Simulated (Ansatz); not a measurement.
Take a crystal in which Y has been replaced by Sc on all its sites, with the cell rescaled by a rough guess (in some cases also distorted within its space group) and nothing relaxed:

```yaml
crystal:
  lattice:
    - [3.29721, 0.00000, 0.00000]
    - [-1.64861, 2.85547, 0.00000]
    - [0.00000, 0.00000, 5.27053]
  atoms:
    - { symbol: Sc, position: [0.33333, 0.66667, 0.25000] }
    - { symbol: Sc, position: [0.66667, 0.33333, 0.75000] }
```

All numbers below come from Ansatz 0.2.0, DFT PBE, scalar-relativistic, plane waves, PAW.

Plane waves to 420 eV, a k mesh through Γ of 15×15×8 on the computed 2-atom cell and Gaussian smearing (0.10 eV); no spin polarisation.

Q: Will this cell want to expand or contract, and how hard?

A: The pressure is -0.3 GPa (positive in compression), so the cell would contract.

Q: Is it a metal on this mesh?

A: Yes, a band crosses the Fermi level.